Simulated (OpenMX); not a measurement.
Wanted: the native input for an OpenMX 3.8.5 run.

```yaml
Task: band structure
Functional: PBE
Potentials_or_basis: OpenMX 2013 PBE set, Pd7.0-s3p2d2, grid cutoff 400 Ry
k_mesh: 11 × 11 × 11
Occupations: fermi-dirac, width 0.05 eV
Spin: non-collinear spin, random start, moments held on the sites
Starting_moments: "[[0.414, 0.058, 0.102]] μB"
Spin_constraint: directions and sizes
Mixing_scheme: rmm-diisk
SCF_threshold: 1e-07 Ha
Solver: band
Max_SCF_cycles: 100
Constraint_strength: 0.2 eV
```

Crystal: Pd.

```
Pd
1.0
    -0.07295    1.93897    1.94120
     1.92190   -0.04081    1.90906
     1.91770    1.90262   -0.03660
Pd
1
Direct
  0.00097 0.00040 0.99697
```

The cell isn't the ideal one: cell strained at random at fixed volume.

The input as run:

Pd.dat

```
System.CurrrentDirectory             ./
System.Name                          Pd
DATA.PATH                            ./DFT_DATA13
level.of.stdout                      1
level.of.fileout                     0
Species.Number                       1
<Definition.of.Atomic.Species
  Pd  Pd7.0-s3p2d2           Pd_PBE13
Definition.of.Atomic.Species>

Atoms.Number                         1
Atoms.SpeciesAndCoordinates.Unit     FRAC
<Atoms.SpeciesAndCoordinates
    1  Pd    0.0009710000    0.0003960000   -0.0030290000   8.215  7.785    76.29    7.98   76.29    7.98  1  off
Atoms.SpeciesAndCoordinates>

Atoms.UnitVectors.Unit               Ang
<Atoms.UnitVectors
    -0.0729510000    1.9389670000    1.9412030000
     1.9219010000   -0.0408070000    1.9090580000
     1.9177000000    1.9026210000   -0.0366050000
Atoms.UnitVectors>

scf.XcType                           GGA-PBE
scf.SpinPolarization                 nc
scf.Constraint.NC.Spin               on2
scf.Constraint.NC.Spin.v             0.2
scf.ElectronicTemperature            580.226
scf.energycutoff                     400.0
scf.maxIter                          100
scf.EigenvalueSolver                 band
scf.Kgrid                            11 11 11
scf.Mixing.Type                      rmm-diisk
scf.Init.Mixing.Weight               0.05
scf.Min.Mixing.Weight                0.001
scf.Max.Mixing.Weight                0.3
scf.Mixing.History                   25
scf.Mixing.StartPulay                8
scf.criterion                        1.0e-7
MD.Type                              nomd
Band.dispersion                      on
Band.Nkpath                          7
<Band.kpath
   16   0.500000  0.000000  0.000000    0.000000  0.000000  0.000000  X G
   16   0.000000  0.000000  0.000000    0.000000  0.500000  0.000000  G Y
   19   0.500000  0.500000  0.000000    0.000000  0.000000  0.000000  L G
   16   0.000000  0.000000  0.000000    0.000000  0.000000  0.500000  G Z
   19   0.500000  0.000000  0.500000    0.000000  0.000000  0.000000  N G
   18   0.000000  0.000000  0.000000    0.000000  0.500000  0.500000  G M
   16   0.500000  0.500000  0.500000    0.000000  0.000000  0.000000  R G
Band.kpath>
```

Potentials or basis: OpenMX 2013 PBE set, Pd7.0-s3p2d2, grid cutoff 400 Ry.

Launch:

```bash
$ openmx Pd.dat -nt 1 > Pd.std
```

Results of the run:

- Band gap along the path: none (metal or under the smearing width)
- Net moment: 0.38 μB per cell

Caveat: the basis of atomic orbitals isn't converged, which shifts pressures, moduli and gaps.

It took 4.4 min on 1 thread of Arm Neoverse V1, with other jobs on the host, peak memory 0.54 GiB.
